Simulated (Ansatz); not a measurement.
Co: levels along high-symmetry lines

```xyz
1
Lattice="2.3412 0.0000 0.0000 0.0000 2.3412 0.0000 0.0000 0.0000 2.3412" Properties=species:S:1:pos:R:3 pbc="T T T"
Co    0.0000    0.0000    0.0000
```

The cell was built from the sc type and relaxed in the same program, and has space group Pm-3m; it needn't be a known or the stable phase.

Computed with Ansatz 0.2.0, DFT, PBE, all-electron LAPW, Dirac equation with spin-orbit coupling.

Numerical set-up: a Γ-centred 18×18×18 k mesh, Fermi–Dirac smearing of 0.05 eV, basis error target 0.25 meV/atom, spin-polarised from start moments Co 2 μB, magnetisation along z, ending with a spin moment of 1.89 μB in the cell.

Points in fractions of the reciprocal vectors of this cell: Γ (0, 0, 0), X (0, 0.5, 0), M (0.5, 0.5, 0), R (0.5, 0.5, 0.5). The path joins them by straight lines in the order Γ–X–M–Γ–R–X–R–M; legs that retrace an earlier one aren't tabulated. Energies are in eV from the Fermi level.

Q: Metal or insulator at this level of theory?

A: No gap opens: metallic or semimetallic.

Q: Tabulate bands 14 to 20, counted from the lowest band of the run, along the path.

A: 
| k (1/Å) | point | band 14 | band 15 | band 16 | band 17 | band 18 | band 19 | band 20 |
| --- | --- | --- | --- | --- | --- | --- | --- | --- |
| 0.00 | Γ | -3.05 | -1.25 | -1.21 | -1.16 | 1.17 | 1.21 | 1.25 |
| 0.27 |  | -2.90 | -1.33 | -1.32 | -1.18 | 1.06 | 1.08 | 1.23 |
| 0.54 |  | -2.52 | -1.61 | -1.61 | -1.17 | 0.73 | 0.74 | 1.25 |
| 0.81 |  | -2.04 | -1.95 | -1.92 | -1.14 | 0.34 | 0.35 | 1.29 |
| 1.07 |  | -2.21 | -2.15 | -1.58 | -1.12 | 0.04 | 0.05 | 1.31 |
| 1.34 | X | -2.30 | -1.46 | -1.42 | -1.11 | -0.07 | -0.06 | 1.32 |
| 1.61 |  | -2.28 | -1.88 | -1.20 | -0.55 | -0.04 | 0.54 | 1.21 |
| 1.88 |  | -2.23 | -1.76 | -1.45 | 0.02 | 0.84 | 0.92 | 1.67 |
| 2.15 |  | -1.76 | -1.76 | -0.47 | 0.11 | 0.57 | 2.40 | 2.99 |
| 2.42 |  | -1.98 | -0.56 | 0.17 | 0.32 | 0.98 | 3.93 | 4.28 |
| 2.68 | M | -2.04 | -0.07 | 0.16 | 0.26 | 1.67 | 4.66 | 4.82 |
| 3.06 |  | -1.97 | -0.89 | 0.23 | 0.32 | 0.62 | 2.03 | 2.59 |
| 3.44 |  | -1.88 | -1.77 | -1.16 | -0.89 | 0.22 | 0.43 | 0.56 |
| 3.82 |  | -2.08 | -1.93 | -1.61 | -1.49 | 0.25 | 0.73 | 0.87 |
| 4.20 |  | -2.80 | -1.44 | -1.35 | -1.26 | 0.94 | 1.04 | 1.14 |
| 4.58 | Γ | -3.05 | -1.25 | -1.21 | -1.16 | 1.17 | 1.21 | 1.25 |
| 5.05 |  | -2.75 | -1.47 | -1.42 | -1.38 | 0.90 | 0.95 | 1.00 |
| 5.51 |  | -2.01 | -1.91 | -1.88 | -1.52 | 0.22 | 0.24 | 0.56 |
| 5.98 |  | -1.81 | -1.29 | -1.23 | -0.22 | -0.17 | 1.22 | 2.30 |
| 6.44 |  | -2.06 | -0.58 | -0.57 | 1.06 | 1.07 | 6.70 | 7.30 |
| 6.91 | R | -2.42 | 0.01 | 0.01 | 1.74 | 1.74 | 11.19 | 11.28 |
| 7.29 |  | -2.11 | -0.56 | -0.22 | 1.08 | 1.47 | 8.82 | 9.03 |
| 7.66 |  | -1.66 | -1.35 | -0.99 | -0.24 | 0.61 | 5.57 | 5.76 |
| 8.04 |  | -1.79 | -1.75 | -1.44 | -0.93 | 0.44 | 2.55 | 3.44 |
| 8.42 |  | -2.25 | -2.09 | -1.31 | -0.31 | 0.09 | 1.07 | 1.19 |
| 8.80 | X | -2.30 | -1.46 | -1.42 | -1.11 | -0.07 | -0.06 | 1.32 |
| 10.70 | R | -2.42 | 0.01 | 0.01 | 1.74 | 1.74 | 11.19 | 11.28 |
| 10.97 |  | -2.25 | -0.39 | 0.00 | 1.27 | 1.73 | 10.15 | 10.36 |
| 11.24 |  | -1.74 | -1.34 | -0.01 | 0.17 | 1.72 | 8.27 | 8.45 |
| 11.51 |  | -1.05 | -1.01 | -0.99 | -0.03 | 1.70 | 6.50 | 6.67 |
| 11.77 |  | -1.85 | -0.24 | -0.20 | -0.02 | 1.68 | 5.17 | 5.34 |
| 12.04 | M | -2.04 | -0.07 | 0.16 | 0.26 | 1.67 | 4.66 | 4.82 |
